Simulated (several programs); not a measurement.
**What each method gives for CaO (rocksalt)**

Rocksalt CaO, relaxed with r2SCAN in Ansatz, was computed with several methods. It is cubic, Fm-3m (No. 225); a = 4.795 Å in the conventional setting, 13.78 Å³ an atom. Ca is surrounded by 6 O at 2.40 Å; O is surrounded by 6 Ca at 2.40 Å. Spin-unpolarised throughout; all numbers are computed.

```cif
data_structure
_symmetry_space_group_name_H-M 'Fm-3m'
_symmetry_Int_Tables_number 225
_cell_length_a 4.7951
_cell_length_b 4.7951
_cell_length_c 4.7951
_cell_angle_alpha 90.000
_cell_angle_beta 90.000
_cell_angle_gamma 90.000
_cell_volume 110.25
loop_
_atom_site_label
_atom_site_type_symbol
_atom_site_symmetry_multiplicity
_atom_site_Wyckoff_symbol
_atom_site_fract_x
_atom_site_fract_y
_atom_site_fract_z
_atom_site_occupancy
Ca1 Ca 4 a 0.00000 0.00000 0.00000 1
O1 O 4 b 0.50000 0.00000 0.00000 1
```

Gaps and times are for a single point on this cell; volume and bulk modulus come from each method's own relaxation or energy curve at fixed shape. Times are rough, from shared hosts (Arm Neoverse N1; Arm Neoverse V1; Arm Neoverse V2), and each method has its own mesh and cell size. A dagger marks a closed or tiny gap in a crystal that DFT finds insulating: a failure of the method or a wrong SCF state. PM6 (MOPAC), PM7 (MOPAC), GFN1-xTB (tblite), GFN2-xTB (tblite) treat a cluster of cells at its zone centre, which samples few k points: where these miss a band edge, the gap comes out too large for that reason alone. Gaps from k meshes are read at a limited set of points (mesh, symmetry points, PBE's band edges), so each method's own least gap may be somewhat smaller. xTB and the PM methods were fitted mostly to molecules, and can miss a solid's gap by electronvolts. Minimal bases can be far off for gaps. Times of the plane-wave ladder aren't listed, since it ran on unlike processors and cards. GLLB-SC's gap includes the derivative discontinuity. G0W0 is at finite bands, cutoff and mesh. d marks a direct gap, i an indirect one (no mark: not told apart), a dash a value that wasn't computed or didn't pass its checks.

```
                               method              kind  gap (eV)  own volume (Å³/atom)  bulk modulus (GPa)  atoms computed  processor time
                               PBEsol         semilocal         –                 13.54                   –               2               –
 light PBE (260 eV and a coarse mesh)  light plane-wave    3.62 i                     –                   –               2           0.5 s
                                  LDA         semilocal    3.48 i                 13.04                   –               2               –
                                  PBE         semilocal    3.65 i                 14.09                 105               2               –
                          PM6 (MOPAC)    semi-empirical      6.06                     –                   –         cluster           2.2 s
                               r2SCAN         semilocal    4.20 i                 13.78                 117               2               –
                          PM7 (MOPAC)    semi-empirical      2.46                     –                   –         cluster           5.5 s
G0W0@r2SCAN (180 eV screening cutoff)         many-body      6.17                     –                   –               2               –
                    GFN1-xTB (tblite)     tight binding     0.00†                     –                   –         cluster           5.7 s
                       GLLB-SC (GPAW)   model potential      7.43                     –                   –               2           5.8 s
                       PBE/SZV (CP2K)       small basis    1.15 d                     –                   –               2           7.5 s
                    GFN2-xTB (tblite)     tight binding     0.12†                     –                   –         cluster           8.4 s
   G0W0@PBE (260 eV screening cutoff)         many-body      6.00                     –                   –               2               –
   G0W0@LDA (140 eV screening cutoff)         many-body      5.86                     –                   –               2               –
  G0W0@PBE0 (180 eV screening cutoff)         many-body      6.85                     –                   –               2               –
 G0W0@HSE06 (180 eV screening cutoff)         many-body      6.61                     –                   –               2               –
                      PBE/DZVP (CP2K)       small basis    3.54 i                 14.31                 101               2            17 s
                              LC-ωPBE            hybrid   10.79 i                     –                   –               2               –
               PBE/single zeta (GPAW)       small basis    3.44 i                     –                   –               2            18 s
                                 PBE0            hybrid    6.05 i                     –                   –               2               –
                                HSE06            hybrid    5.31 i                 13.81                   –               2               –
                             DDH-PBE0            hybrid    6.19 i                     –                   –               2               –
                              r2SCANh            hybrid    5.08 i                     –                   –               2               –
```

Against HSE06 (5.31 eV) and with closed or daggered gaps left aside, the nearest gap at the points sampled is that of r2SCANh (-0.23 eV) and the farthest that of LC-ωPBE (+5.48 eV). HSE06 is only a yardstick of convenience: for gaps this wide it usually falls short of measured ones, so a larger value can be the better one.

Volumes against r2SCAN's: PBEsol -1.7 %, LDA -5.4 %, PBE +2.2 %, PBE/DZVP (CP2K) +3.8 %, HSE06 +0.2 %.
